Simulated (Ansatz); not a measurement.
Runs of Ansatz 0.2.0 on SnO. Symmetry: P4/nmm, No. 129, tetragonal system. The conventional cell has a = 3.814 Å, b = 3.814 Å, c = 4.887 Å, α = 90.00°, β = 90.00°, γ = 90.00°. Sn (site symmetry 4mm) has 4 O at 2.23 Å as nearest neighbours. Around O (site symmetry -4m2) lie 4 Sn at 2.23 Å. The cell is a database's computed one.

| task | potentials or basis | k mesh | cutoff (eV) | smearing | basis error allowed | gap on the mesh (eV) | pressure (GPa) | largest force (eV/Å) |
| --- | --- | --- | --- | --- | --- | --- | --- | --- |
| Wannier functions | all-electron PAW datasets made for the crystal | 7 × 7 × 6 | 400 | fixed | - | 0.37 | 3.6 | 0.37 |
| dielectric tensor | all-electron PAW datasets made for the crystal | 7 × 7 × 6 | 400 | fixed | - | 0.37 | - | - |
| electric field gradients | all-electron PAW datasets made for the crystal | 7 × 7 × 6 | 360 | fermi-dirac 0.05 eV | - | 0.37 | 3.6 | 0.37 |
| single point | all-electron LAPW, scalar-relativistic | 4 × 4 × 4 | 318 | fermi-dirac 0.03 eV | 0.002 eV/atom | (a) | 3.6 | 0.38 |

Alike in all rows: level PBE; no spin polarisation; cell as given.

Estimate the missing entries.

(a) 0.15.

Caveats: spin-orbit coupling is left out, which moves the levels of the heavy elements; an odd mesh through Γ misses points on the zone boundary, where band edges often lie (some runs); the gap is small at this level, which inflates the dielectric constant (some runs).

A k mesh can miss the band edges, and the runs leave out spin-orbit coupling on Sn.

The runs don't all hold the same shells in valence.
